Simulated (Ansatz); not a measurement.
The following input was run with Ansatz 0.2.0.

```yaml
crystal:
  lattice:
    - [0.0, 2.1220958043, 2.1220958043]
    - [2.1220958043, 0.0, 2.1220958043]
    - [2.1220958043, 2.1220958043, 0.0]
  atoms:
    - { symbol: Si, position: [0.0, 0.0, 0.0] }
    - { symbol: C, position: [0.25, 0.25, 0.25] }
basis:
  ecutwfc: 420
kpoints:
  mp_grid: { grid: [10, 10, 10] }
hamiltonian:
  xc: pbe
scf:
  occupations: { method: gaussian, width: 0.02 }
output:
  forces: true
  stress: true
  eigenvalues: true
```

Launched with
```bash
ansatz run input.yaml --threads 1 --pin off --max-ram 2560MiB --backend cpu --events-out ev --progress --plain --runs-dir out
```

The calculation used Ansatz 0.2.0, DFT PBE, scalar-relativistic, plane waves, PAW.

From the run's log, abridged (final results; tables in files aren't shown):

```
SCF 1 converged in 6 iterations: F = -887.028436 eV  dr2 = 1.96e-11
SCF converged after 6 iterations
Free energy (F): -887.028436 eV
Harris-Foulkes:  -887.028436 eV  (|F-HF|=1.05e-11)
Internal energy: -887.028436 eV  (E = F + TS)
E sigma→0 (E₀):  -887.028436 eV
Fermi energy:    11.150201 eV
--- Per-component energies (eV) ---
  E_band       = 35.248028
  E_kinetic    = 140.193964
  E_local      = -99.606597  (includes V_loc(G=0)·N_el)
  E_nonlocal   = 52.955961
  E_hartree    = 31.295404
  E_xc         = -106.965400
  E_vxc        = -111.267685  (∫ρ·V_xc dr)
  E_paw        = -612.481500  (= ΣΔE_a)
  E_vpaw       = -9.618468  (= ΣTr[D̂ρ^β])
  E_aug_tail   = 0.000016  (compensation charges beyond the density's cutoff)
  E_ewald      = -292.420284
  E_smearing   =  0.000000  (= −TS)
--- Forces (eV/Å), atoms counted from 1 ---
  atom   1  Si     0.00000000     0.00000000     0.00000000
  atom   2  C      0.00000000     0.00000000     0.00000000
--- Stress (GPa, compression-positive) ---
       24.093090       0.000000       0.000000
        0.000000      24.093090       0.000000
        0.000000       0.000000      24.093090
  P = ⅓ Tr σ = 24.0931 GPa (240.931 kbar)
--- Band table (eV; the first three rows and the last of 47) ---
  k-point 0: bands = ["-5.5332", "10.5096", "10.5096", "10.5096", "17.6548", "18.3920", "18.3920", "18.3920"]
  k-point 1: bands = ["-5.3252", "9.4872", "10.3737", "10.3737", "17.7835", "18.6460", "18.6460", "18.7910"]
  k-point 2: bands = ["-4.7095", "7.2919", "10.0622", "10.0622", "17.4182", "18.9825", "18.9825", "20.0427"]
  k-point 46: bands = ["0.1159", "3.2262", "5.3835", "5.6378", "15.2980", "19.0934", "21.2045", "22.4525"]
```

The calculation finished and met its thresholds.

It took 0.65 s on 1 thread of Intel(R) Xeon(R) 6975P-C (Granite Rapids), on a shared host, peak memory 0.3 GiB.